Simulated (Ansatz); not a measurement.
GaAs:

```
As Ga
1.0
     0.00000    2.82685    2.82685
     2.82685    0.00000    2.82685
     2.82685    2.82685    0.00000
As Ga
1 1
Direct
  0.75000 0.75000 0.75000
  0.00000 0.00000 0.00000
```

Base run:

```yaml
Program: Ansatz 0.2.0
Functional: BLYP
Potentials_or_basis: all-electron LAPW, scalar-relativistic
Cutoff: 316 eV
Density_cutoff: 1265 eV
Basis_error_allowed: 0.001 eV/atom
k_mesh: 8 × 8 × 8
Occupations: fermi-dirac, width 0.05 eV
Spin: no spin polarisation
```

Its results: band gap on the k mesh 0.35 eV, direct; pressure 6.9 GPa.

After a change of settings the same cell gave: band gap on the k mesh 0.62 eV, direct; pressure 4.7 GPa. Which change was it?
A. functional from BLYP to revPBE
B. functional from BLYP to PBEsol; potentials or basis from all-electron LAPW, scalar-relativistic to all-electron LAPW, inner shells corrected to Dirac's equation
C. functional from BLYP to PBE
D. functional from BLYP to PBE; occupations from fermi-dirac, width 0.05 eV to gaussian, width 0.017 eV

A.

Not every run made on this cell is shown here.
